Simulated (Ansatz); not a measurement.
CsBr:
```cif
data_BrCs
_chemical_formula_sum 'Cs1 Br1'
_space_group_name_H-M_alt 'Pm-3m'
_space_group_IT_number 221
_space_group_name_Hall '-P 4 2 3'
_cell_length_a 4.32371
_cell_length_b 4.32371
_cell_length_c 4.32371
_cell_angle_alpha 90.000
_cell_angle_beta 90.000
_cell_angle_gamma 90.000
loop_
_atom_site_label
_atom_site_type_symbol
_atom_site_symmetry_multiplicity
_atom_site_Wyckoff_symbol
_atom_site_fract_x
_atom_site_fract_y
_atom_site_fract_z
_atom_site_occupancy
Cs1 Cs 1 a 0.00000 0.00000 0.00000 1
Br1 Br 1 b 0.50000 0.50000 0.50000 1
```

Relaxed with r²SCAN. Independent-particle spectrum: no excitons, no local fields, no scissors shift; 0.1 eV broadening; ε₁ of the summed bands alone.

### Question
Tabulate the dielectric function from DFT-r²SCAN in the program Ansatz with PAW potentials.

### Answer


```tsv
E (eV)	ε₁ xx	ε₂ xx
0.0	3.01	0.00
0.4	3.01	0.00
0.8	3.02	0.00
1.2	3.04	0.00
1.6	3.07	0.00
2.0	3.11	0.00
2.4	3.16	0.00
2.8	3.23	0.00
3.2	3.31	0.00
3.6	3.42	0.00
4.0	3.56	0.00
4.4	3.75	0.00
4.8	4.02	0.00
5.2	4.55	0.07
5.6	5.00	0.63
6.0	5.41	0.98
6.4	6.12	2.17
6.8	5.41	4.61
7.2	3.35	4.92
7.6	1.48	3.33
8.0	2.18	2.91
8.4	2.97	2.59
8.8	2.52	4.58
9.2	-0.65	3.54
9.6	-0.07	1.91
10.0	0.46	1.36
10.4	0.95	1.00
10.8	1.47	0.98
11.2	1.76	0.83
11.6	2.56	0.99
12.0	3.14	1.29
```

### Question
From ε at 6.1 eV (xx: 5.67 + 1.17i), find n, k, the normal reflectivity and the absorption coefficient.

### Answer
n = 2.39, k = 0.244, R = 17 %, α = 2kE/ħc = 150000 cm⁻¹.

With all bands, ε∞ without local fields is 3.05.

The cell was relaxed with r²SCAN under the symmetry of its start. Spin–orbit coupling is left out wherever it is not named.

Potentials: the later of the program's two PAW sets.
